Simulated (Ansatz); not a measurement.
# V: what relativity and spin–orbit coupling change

```yaml
crystal:
  lattice:
    - [-1.51300, 1.51300, 1.51300]
    - [1.51300, -1.51300, 1.51300]
    - [1.51300, 1.51300, -1.51300]
  atoms:
    - { symbol: V, position: [0.00000, 0.00000, 0.00000] }
```

Conventional cell: a = 3.026 Å, b = 3.026 Å, c = 3.026 Å, α = 90.00°, β = 90.00°, γ = 90.00°. V (atom 1) has 8 V at 2.62 Å as nearest neighbours.

The cell comes from COD entry 7101267, which wasn't checked; take it as a given geometry.

One fixed cell is solved with PBE by full-potential LAPW in Ansatz 0.2.0 under different relativistic treatments. Pressure is positive in compression.

Settings: a Γ-centred 19×19×19 k mesh, Fermi–Dirac smearing of 0.03 eV, basis error target 1 meV/atom, spin-polarised from start moments V 1.5 μB (the moments died away, and the run ended non-magnetic).

```tsv
setting	P (GPa)	lowest level at Γ above −25 eV, from the valence-band top or, without a gap, the Fermi level (eV)
scalar-relativistic	-5.17	-6.53
non-relativistic	-4.31	-6.31
with spin–orbit coupling	-5.16	-6.53
```
